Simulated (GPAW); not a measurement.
A run of GPAW 26.7.0:

Contents of run.py:

```python
from ase import Atoms
from ase.filters import FrechetCellFilter
from ase.io import write
from ase.optimize import BFGS
from gpaw import GPAW, PW, setup_paths

setup_paths.insert(0, '.')

atoms = Atoms(['Te', 'Te', 'Te', 'Te', 'Mo', 'Mo'],
              cell=[[3.5182, 0.0, 0.0],
                    [-1.7591, 3.0468505756, 0.0],
                    [0.0, 0.0, 13.9736]],
              scaled_positions=[[0.6666666667, 0.3333333333, 0.379],
                                [0.3333333333, 0.6666666667, 0.879],
                                [0.6666666667, 0.3333333333, 0.121],
                                [0.3333333333, 0.6666666667, 0.621],
                                [0.6666666667, 0.3333333333, 0.75],
                                [0.3333333333, 0.6666666667, 0.25]],
              pbc=True)

calc = GPAW(mode=PW(600),
            xc='GGA_X_SOGGA+GGA_C_PBE_SOL',
            kpts={'size': (5, 5, 2), 'gamma': True},
            occupations={'name': 'fermi-dirac', 'width': 0.05},
            nbands=46,
            convergence={'density': 1e-06, 'energy': 1e-06, 'eigenstates': 1e-10},
            maxiter=150,
            txt='gpaw.txt')
atoms.calc = calc
opt = BFGS(FrechetCellFilter(atoms), trajectory='relax.traj', logfile='-')
done = opt.run(fmax=0.02, steps=100)
calc.write('gs.gpw')
write('result.traj', atoms)
print('Converged:', done)
print('Cell:', atoms.cell.cellpar().round(4))
print('Volume:', round(atoms.get_volume(), 4))
print(atoms.get_scaled_positions().round(5))
```

Potentials or basis: PAW data sets generated in the run's folder for this functional, pw.

Command:

```bash
$ gpaw-setup -f GGA_X_SOGGA+GGA_C_PBE_SOL Mo Te
$ OMP_NUM_THREADS=1 python run.py
```

Hardware: 1 thread of Arm Neoverse V2 (shared host).

Question: Estimate the wall time of this run.

Answer: It took 3.7 min on 1 thread of Arm Neoverse V2 (shared host), peak memory 0.32 GiB. Counts: scf iterations 73, plane waves 5024, bands 46, k points 10, ion steps 6.
